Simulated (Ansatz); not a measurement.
System: MgO (rock salt type), 2 atoms in the cell.

Theory: HSE06, plane waves, PAW datasets (earlier set, tuned by hand) in Ansatz.

Cutoff 930 eV; exchange singularity: regularized; k-mesh 6×6×6 Γ-centred; Fermi–Dirac smearing of 0.02 eV; no spin polarisation.

```
Mg O
1.0
     0.00000    2.12500    2.12500
     2.12500    0.00000    2.12500
     2.12500    2.12500    0.00000
Mg O
1 1
Direct
  0.00000 0.00000 0.00000
  0.50000 0.50000 0.50000
```

Task: Would the cell expand or shrink if it were free to relax?

Result: The pressure is -5.25 GPa, so at these settings the cell is stretched and would shrink.

The stress includes the program's correction for the finite plane-wave basis.
